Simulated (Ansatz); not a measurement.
**BaO: pressure up to the limit of the methods**

One table from this session's results is given with a row withheld; the runs are named, their logs left out.

Computed with Ansatz 0.2.0 (DFT, PBEsol, PAW with Ansatz's default frozen-core files, scalar-relativistic, unless a step's input says otherwise).

## The starting structure

Symmetry: Fm-3m, No. 225, cubic system. Conventional cell: a = 5.500 Å, b = 5.500 Å, c = 5.500 Å, α = 90.00°, β = 90.00°, γ = 90.00°. Ba (site symmetry m-3m) is surrounded by 6 O at 2.75 Å. Around O (site symmetry m-3m) lie 6 Ba at 2.75 Å.

Coordinates:

```
CELL_PARAMETERS angstrom
0.00000 2.75000 2.75000
2.75000 0.00000 2.75000
2.75000 2.75000 0.00000
ATOMIC_POSITIONS crystal
Ba 0.00000 0.00000 0.00000
O 0.50000 0.50000 0.50000
```

Whether this phase is the stable one at these pressures isn't tested.

Atoms are numbered in the order of the input: Ba1, O2.

Set-up of the first run:

input.yaml reads:

```yaml
crystal:
  lattice:
    - [0.0, 2.75, 2.75]
    - [2.75, 0.0, 2.75]
    - [2.75, 2.75, 0.0]
  atoms:
    - { symbol: Ba, position: [0.0, 0.0, 0.0] }
    - { symbol: O, position: [0.5, 0.5, 0.5] }
kpoints:
  mp_grid: { grid: [9, 9, 9] }
  band_path:
    path:
      - [0.0, 0.0, 0.0]
      - [0.5, 0.0, 0.5]
      - [0.625, 0.25, 0.625]
      - [0.375, 0.375, 0.75]
      - [0.0, 0.0, 0.0]
      - [0.5, 0.5, 0.5]
      - [0.5, 0.25, 0.75]
      - [0.5, 0.0, 0.5]
    npoints: 6
scf:
  occupations: { method: fermi_dirac, width: 0.03 }
hamiltonian:
  xc: pbesol
  pseudopotentials: { kind: paw }
output:
  forces: true
  stress: true
  eigenvalues: true
  populations: true
  write_density: true
  write_potential: true
  elf: true
  volumetric_format: npy
```

The run is started by

```sh
$ ansatz run input.yaml --threads 1 --pin off --max-ram 2048MiB --backend cpu --events-out ev --progress --plain --runs-dir out
```

Steps of the session up to this table: Volume scaled by 1, PAW; Volume scaled by 0.65, PAW; Volume scaled by 0.45, PAW; Volume scaled by 0.4, PAW.

One of the session's tables, all rows but one given; the rest of the session is left out.

| method | volume over the first | volume (Å³/atom) | pressure (GPa) |
| --- | --- | --- | --- |
| PAW | 1 | 20.797 | -0.43 |
| PAW | 0.65 | 13.518 | 83.46 |
| PAW | 0.45 | ? | ? |
| PAW | 0.4 | 8.319 | 402.46 |

Q: Estimate the row for PAW, 0.45 from the others.

The run gave: volume (Å³/atom): 9.359; pressure (GPa): 289.04. In the column «volume (Å³/atom)» it lies between PAW, 0.4 (8.319) and PAW, 0.65 (13.518).
